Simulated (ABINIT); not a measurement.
Crystal: PbO2.

```
Pb O
1.0
     0.00000    2.70199    2.70199
     2.70199    0.00000    2.70199
     2.70199    2.70199    0.00000
Pb O
1 2
Cartesian
  0.0000 0.0000 0.0000
  4.0530 4.0530 4.0530
  1.3510 1.3510 1.3510
```

The cell comes from a database or a generator and needn't be the stable form of this composition.

- Program: ABINIT 10.8.3 (patched build)
- Task: relaxation of cell and atoms
- Functional: LDA
- Potentials or basis: PseudoDojo NC SR LDA v0.4.1 standard
- Cutoff: 1143 eV
- k mesh: 7 × 7 × 7
- Occupations: fermi-dirac, width 0.05 eV
- Spin: no spin polarisation

At the start: pressure -9.6 GPa; volume 13.15 Å³/atom.

Question: Where does the relaxation end?

Answer: Over 5 steps the energy falls by 28.3 meV/atom and the volume is 12.27 Å³/atom (-6.7 %); space group Fm-3m (No. 225, to 0.05 Å).

The path:
```csv
step,energy change (eV),largest force (eV/Å),pressure (GPa),volume (Å³)
1,0.0000,0.0000,-9.58,39.45
2,-0.0559,0.0000,-5.96,38.31
3,-0.0841,0.0000,1.02,36.60
4,-0.0848,0.0000,-0.08,36.84
5,-0.0848,0.0000,0.00,36.82
```

Final structure:
```yaml
crystal:
  lattice:
    - [0.00000, 2.64054, 2.64054]
    - [2.64054, 0.00000, 2.64054]
    - [2.64054, 2.64054, 0.00000]
  atoms:
    - { symbol: Pb, position: [0.00000, 0.00000, 0.00000] }
    - { symbol: O, position: [0.75000, 0.75000, 0.75000] }
    - { symbol: O, position: [0.25000, 0.25000, 0.25000] }
```
